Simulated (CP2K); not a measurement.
The system is Ir.

```
Ir
1.0
     2.70907    0.00000    0.00000
     1.35453    2.34612    0.00000
     1.35453    0.78204    2.21194
Ir
1
Direct
  0.00000 0.00000 0.00000
```

Base run:

```yaml
Program: CP2K 2026.2
Functional: LDA
Potentials_or_basis: POTENTIAL_UZH Ir GTH-PBE-q17; TZVP-MOLOPT-PBE-GTH basis
Density_cutoff: 9184 eV
k_mesh: 12 × 12 × 12
Occupations: fermi-dirac, width 0.05 eV
Spin: no spin polarisation
```

Its results: band gap on the k mesh none (metal or under the smearing width); pressure -6.2 GPa.

Task: The run is repeated on the same cell with these changes: functional from LDA to BLYP. What comes out?

Result: Band gap on the k mesh none (metal or under the smearing width); pressure 27.1 GPa.

BLYP binds less tightly than LDA, so the same cell stands under more pressure.

Caveats: the potentials were made for another functional, which shifts forces and pressure; the basis of atomic orbitals isn't converged, which shifts pressures, moduli and gaps.
